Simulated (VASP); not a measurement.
## ZnS (Wurtzite-2H) under changes of volume

One of the cells (19.995 Å³/atom); the others are scaled copies at fixed shape and fractional positions:

```xyz
4
Lattice="3.8362 0.0000 0.0000 -1.9181 3.3223 0.0000 0.0000 0.0000 6.2753" Properties=species:S:1:pos:R:3 pbc="T T T"
Zn    1.9181    1.1074    3.1376
Zn    0.0000    2.2149    0.0000
S     1.9181    1.1074    5.5536
S     0.0000    2.2149    2.4160
```

* Program: VASP 6.6.1
* Functional: r2SCAN
* Potentials or basis: VASP PAW PBE potentials, release 64 (Zn, S)
* Cutoff: 520 eV
* k mesh: 8 × 8 × 5
* Occupations: fermi-dirac, width 0.05 eV
* Spin: no spin polarisation

| volume (Å³/atom) | energy over the lowest point (meV/atom) | pressure (GPa) | gap on the mesh (eV) | largest force (eV/Å) |
| --- | --- | --- | --- | --- |
| 18.427 | ? | ? | ? | ? |
| 18.819 | 7.44 | 3.7 | 3.03 | 0.382 |
| 19.211 | 0.73 | 1.9 | 2.93 | 0.350 |
| 19.995 | 0.00 | -1.3 | 2.73 | 0.287 |
| 20.387 | 5.03 | -2.7 | 2.63 | 0.262 |
| 20.779 | 13.26 | -3.9 | 2.54 | 0.241 |

Problem. What does the run at 18.427 Å³/atom give?

Solution. Energy over the lowest point 18.94 meV/atom; pressure 5.7 GPa; gap on the mesh 3.14 eV; largest force 0.411 eV/Å.

Worked out: A Birch-Murnaghan fit of order 3 (a polynomial in V^(-2/3)) to the other rows has its minimum at 19.63 Å³/atom with B0 = V·E''(V) = 79 GPa and B' = 4.5 at fixed shape and positions, which overstates the stiffness. It gives 19.01 meV/atom at 18.427 Å³/atom, against the run's 18.94, and -dE/dV = 5.8 GPa, against 5.7. A straight line through the other rows of the gap, of slope -4.97 eV per unit of ln V (its deformation potential), extrapolates to 3.14 eV, against the run's 3.14.

Energies are extrapolated to zero smearing.

Caveats: the PAW data sets were made with another functional, which shifts forces and pressure a little.
